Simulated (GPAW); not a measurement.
Crystal: BP.

```
CELL_PARAMETERS angstrom
0.00000 2.26900 2.26900
2.26900 0.00000 2.26900
2.26900 2.26900 0.00000
ATOMIC_POSITIONS crystal
P 0.75000 0.75000 0.75000
B 0.00000 0.00000 0.00000
```

* Program: GPAW 26.7.0
* Task: relaxation of cell and atoms
* Functional: PBEsol
* Dispersion: D3(BJ)
* Potentials or basis: PAW data sets generated in the run's folder for this functional
* Cutoff: 800 eV
* Basis: pw
* k mesh: 10 × 10 × 10
* Occupations: fermi-dirac, width 0.05 eV
* Spin: no spin polarisation

At the start: pressure -5.2 GPa; volume 11.68 Å³/atom.

How do energy, volume and symmetry change on relaxing?

Over 3 steps the energy falls by 5.7 meV/atom and the volume is 11.31 Å³/atom (-3.1 %); space group F-43m (No. 216, to 0.05 Å).

The path:
| step | energy change (eV) | largest force (eV/Å) | pressure (GPa) | volume (Å³) |
| --- | --- | --- | --- | --- |
| 1 | 0.0000 | 0.0000 | -5.20 | 23.36 |
| 2 | -0.0052 | 0.0000 | -3.91 | 23.17 |
| 3 | -0.0113 | 0.0000 | 0.12 | 22.63 |

Final structure:
```cif
data_structure
_symmetry_space_group_name_H-M 'P 1'
_symmetry_Int_Tables_number 1
_cell_length_a 3.1748
_cell_length_b 3.1748
_cell_length_c 3.1748
_cell_angle_alpha 60.000
_cell_angle_beta 60.000
_cell_angle_gamma 60.000
_cell_volume 22.63
loop_
_atom_site_label
_atom_site_type_symbol
_atom_site_fract_x
_atom_site_fract_y
_atom_site_fract_z
_atom_site_occupancy
P1 P 0.75000 0.75000 0.75000 1
B1 B 0.00000 0.00000 0.00000 1
```

Caveat: later steps reuse the first step's grids.
